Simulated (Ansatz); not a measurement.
**C: other elements on the same sites**

Computed with DFT r2SCAN, scalar-relativistic, plane waves, PAW in Ansatz 0.2.0. Run with 500 eV cutoff, 18×18×18 k-mesh, Gaussian smearing of 0.01 eV, no spin polarisation.

Starting point, cell and atoms relaxed:

```cif
data_structure
_symmetry_space_group_name_H-M 'P 1'
_symmetry_Int_Tables_number 1
_cell_length_a 7.3827
_cell_length_b 7.3827
_cell_length_c 7.3827
_cell_angle_alpha 19.147
_cell_angle_beta 19.147
_cell_angle_gamma 19.147
_cell_volume 37.84
loop_
_atom_site_label
_atom_site_type_symbol
_atom_site_fract_x
_atom_site_fract_y
_atom_site_fract_z
_atom_site_occupancy
C1 C 0.91898 0.91898 0.91898 1
C2 C 0.25231 0.25231 0.25231 1
C3 C 0.74769 0.74769 0.74769 1
C4 C 0.08102 0.08102 0.08102 1
```

Each substitution replaces an element on all its sites; cell and atoms are then relaxed within the symmetry of the start. The crystals needn't be the stable forms of their compositions. Lengths are those of the primitive cell. Mesh and smearing follow each crystal's size and gap, and all runs are without spin polarisation.

Q: Give the relaxed structure after C→B.

A:
```cif
data_structure
_symmetry_space_group_name_H-M 'P 1'
_symmetry_Int_Tables_number 1
_cell_length_a 4.4621
_cell_length_b 4.4621
_cell_length_c 4.4621
_cell_angle_alpha 37.293
_cell_angle_beta 37.293
_cell_angle_gamma 37.293
_cell_volume 29.24
loop_
_atom_site_label
_atom_site_type_symbol
_atom_site_fract_x
_atom_site_fract_y
_atom_site_fract_z
_atom_site_occupancy
B1 B 0.93368 0.93368 0.93368 1
B2 B 0.19798 0.19798 0.19798 1
B3 B 0.80202 0.80202 0.80202 1
B4 B 0.06632 0.06632 0.06632 1
```
Symmetry: R-3m, No. 166, trigonal system. Conventional cell: a = 2.853 Å, b = 2.853 Å, c = 12.441 Å, α = 90.00°, β = 90.00°, γ = 120.00°. B (site symmetry 3m) is surrounded by 5 B at 1.64 to 1.86 Å. Around B (site symmetry 3m) lie 7 B at 1.64 to 1.86 Å.